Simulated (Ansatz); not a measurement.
System: InP (honeycomb monolayer).

The cell holds 2 atoms: 1 In and 1 P. Cell: a = 4.172 Å, b = 4.172 Å, c = 24.200 Å, α = 90.0°, β = 90.0°, γ = 120.0°. Vacuum lies along c.

```xyz
2
Lattice="4.1723 0.0000 0.0000 -2.0861 3.6133 0.0000 0.0000 0.0000 24.2000" Properties=species:S:1:pos:R:3
In    0.0000    2.4089   11.8605
P     2.0861    1.2044   12.3395
```

The structure was relaxed with PBEsol. The runs that relaxed it are not among those shown.

Gaps computed with Ansatz 0.2.0 without a self-energy: PBEsol 1.16 eV, r2SCAN 1.66 eV, HSE06 2.08 eV and PBE0 2.80 eV.

Question: Estimate the G0W0@PBEsol gap with 6×6×1 mesh, 707 empty bands, screening to 90 eV, PAW set soft_1 files.

About 2.26 eV: on its mesh the run moves the gap from 1.16 eV by +1.10 eV. Among the scalar-relativistic levels given, HSE06 is nearest (−0.18 eV). Bands and cutoff are finite, so the gap is not at the basis limit. The miss can reach some tenths of an eV and take either sign; the mesh is an error of its own. The mesh in the plane is coarse for a sheet; gap and any exciton binding can still move on denser ones. The many-body steps are scalar-relativistic: spin-orbit coupling is not in them.

[Paths, hosts, dates, memory and timing lines, banners, echoed tables and standing remarks are left out of the program output.]

[Logs are printed without paths, hosts, clocks, repeated set-up lines and the standing remarks that a program may print on its own settings, such as how far it seeks lower states.]

[Runs of the session that timed out or met a known fault of the program may be left out.]

[Cells called generated may have been cut or substituted from an entry of the Crystallography Open Database or the Materials Project.]

[Hosts, paths, dates, database ids (printed as entryN), source tags and the programs' standing remarks are cut or masked in the printed files.]
